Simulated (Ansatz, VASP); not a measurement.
**Cu in VASP and in Ansatz**

File INCAR:

```
  PREC = Accurate
  ENCUT = 520
  EDIFF = 1E-6
  ISMEAR = -1
  SIGMA = 0.1
  LREAL = F
  LASPH = T
  NELM = 100
  ALGO = Normal
  ISIF = 2
  LWAVE = F
  LCHARG = F
  GGA = PE
  NBANDS = 18
```

KPOINTS

```
regular mesh
0
Gamma
  16 16 9
```

The input POSCAR:

```
Cu
1.0
    2.6649458496      0.0000000000      0.0000000000
   -1.3324729248      2.3079108054      0.0000000000
    0.0000000000      0.0000000000      4.3635972314
Cu
2
Direct
    0.3333333333      0.6666666667      0.2500000000
    0.6666666667      0.3333333333      0.7500000000
```

Input for Ansatz:

```yaml
crystal:
  lattice:
    - [2.6649458496, 0.0, 0.0]
    - [-1.3324729248, 2.3079108054, 0.0]
    - [0.0, 0.0, 4.3635972314]
  atoms:
    - { symbol: Cu, position: [0.3333333333, 0.6666666667, 0.25] }
    - { symbol: Cu, position: [0.6666666667, 0.3333333333, 0.75] }
hamiltonian:
  xc: pbe
  pseudopotentials:
    kind: paw
    azcp:
      Cu: "pseudopotentials/Cu.paw.azcp"
basis:
  ecutwfc: 420
  fft_grid_basis: typed
kpoints:
  mp_grid: { grid: [16, 16, 9], shift: [0, 0, 0] }
magnetization:
  spin_polarized: false
scf:
  occupations: { method: fermi_dirac, width: 0.1 }
  lower_state_search: "off"
output:
  stress: true
  write_density: true
  write_potential: true
  elf: true
  volumetric_format: npy
```

Alike in both runs: task single point; functional PBE; k mesh 16 × 16 × 9; occupations fermi-dirac, width 0.1 eV; no spin polarisation.

|  | VASP | Ansatz |
| --- | --- | --- |
| version | VASP 6.6.1 | Ansatz 0.2.0 |
| potentials or method | VASP PAW PBE potentials, release 64 (Cu) | plane waves (420 eV) with PAW, scalar-relativistic |
| plane-wave cutoff (eV) | 520 | 420 |
| valence electrons in the cell | 22 | 38 |

```tsv
	VASP	Ansatz	Ansatz less VASP
pressure (GPa)	-11.0	-11.9	-0.86
```

The two sets of potentials don't hold the same shells in valence.
